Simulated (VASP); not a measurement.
Write the native input for VASP 6.6.1 that does the following.

```yaml
Task: relaxation of cell and atoms
Functional: rev-vdW-DF2
Potentials_or_basis: VASP PAW PBE potentials, release 64 (W_sv)
Cutoff: 600 eV
k_mesh: 12 × 12 × 12
Occupations: fermi-dirac, width 0.05 eV
Spin: no spin polarisation
Further_INCAR_settings: ALGO = Normal; EDIFF = 1e-06; IBRION = 2; EDIFFG = -0.005; NSW = 40; ISIF = 3
```

The structure of W lies in POSCAR:

```
W
1.0
   -1.5823450000      1.5823450000      1.5823450000
    1.5823450000     -1.5823450000      1.5823450000
    1.5823450000      1.5823450000     -1.5823450000
W
1
Direct
    0.0000000000      0.0000000000      0.0000000000
```

These files were run (other wordings do the same):

INCAR

```
  PREC = Accurate
  ENCUT = 600
  EDIFF = 1E-6
  ISMEAR = -1
  SIGMA = 0.05
  LREAL = F
  LASPH = T
  NELM = 80
  ALGO = Normal
  ISIF = 3
  LWAVE = F
  LCHARG = F
  GGA = MK
  LUSE_VDW = T
  AGGAC = 0.0
  PARAM1 = 0.1234
  PARAM2 = 0.711357
  ZAB_VDW = -1.8867
  IBRION = 2
  NSW = 40
  EDIFFG = -0.005
```

KPOINTS

```
regular mesh
0
Gamma
  12 12 12
```

Potentials or basis: VASP PAW PBE potentials, release 64 (W_sv).

Command:

```sh
$ cat potpaw_PBE.64/W_sv/POTCAR > POTCAR
$ mpirun -np 1 vasp_std > vasp.out
```

Results of the run:

```yaml
Relaxed_volume: 15.96 Å³/atom
Relaxed_cell: a = 2.747 Å, b = 2.747 Å, c = 2.747 Å, α = 109.47°, β = 109.47°, γ = 109.47°
Space_group_after_relaxing_to_0.05_Å: Im-3m (No. 229)
Energy_gained_by_relaxing: 0.7 meV/atom
Ionic_steps: 3
Pressure_after_relaxing: 0.0 GPa
Band_gap_on_the_k_mesh: none (metal or under the smearing width)
```

Caveat: the PAW data sets were made with another functional, which shifts forces and pressure a little.

Wall time 45 s on 1 thread of Intel(R) Xeon(R) Platinum 8488C (Sapphire Rapids) (shared host), peak memory 0.27 GiB.
